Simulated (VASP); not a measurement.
Runs of VASP 6.6.1 on SiC. Symmetry: P6_3mc, No. 186, hexagonal system. Conventional cell: a = 3.076 Å, b = 3.076 Å, c = 10.071 Å, α = 90.00°, β = 90.00°, γ = 120.00°. Around Si (site symmetry 3m) lie 4 C at 1.88 to 1.89 Å. Si (site symmetry 3m) is surrounded by 4 C at 1.88 to 1.89 Å. Around C (site symmetry 3m) lie 4 Si at 1.88 to 1.89 Å. Around C (site symmetry 3m) lie 4 Si at 1.88 to 1.89 Å. The cell is a database's computed one.

| level | potentials or basis | gap on the mesh (eV) | pressure (GPa) | relaxed volume (Å³/atom) | largest force (eV/Å) |
| --- | --- | --- | --- | --- | --- |
| RPBE | VASP PAW PBE potentials, release 64 (Si, C) | 2.24 | 0.1 | 10.62 | 0.01 |
| LDA | VASP PAW LDA potentials, release 64 (Si, C) | 2.17 | 0.0 | (a) | - |
| PBE+D3(BJ) | VASP PAW PBE potentials, release 64 (Si, C) | 2.23 | 0.0 | 10.27 | - |
| PBE | VASP PAW PBE potentials, release 64 (Si, C) | 2.22 | 0.0 | (b) | 0.01 |
| r2SCAN+rVV10 | VASP PAW PBE potentials, release 64 (Si, C) | 2.58 | 0.0 | (c) | - |
| PBEsol | VASP PAW PBE potentials, release 64 (Si, C) | 2.11 | 0.0 | 10.34 | - |
| rev-vdW-DF2 | VASP PAW PBE potentials, release 64 (Si, C) | 2.25 | 0.0 | 10.44 | - |

Alike in all rows: task relaxation of cell and atoms; no spin polarisation; cell relaxed; k mesh 12 × 12 × 3; cutoff (eV) 600; smearing gaussian 0.03 eV.

Problem. Fill in the values left out.

Solution. (a) 10.15; (b) 10.49; (c) 10.29.

Caveats: an odd mesh through Γ misses points on the zone boundary, where band edges often lie; the PAW data sets were made with another functional, which shifts forces and pressure a little (some runs).

Not every run made on this cell is shown here.
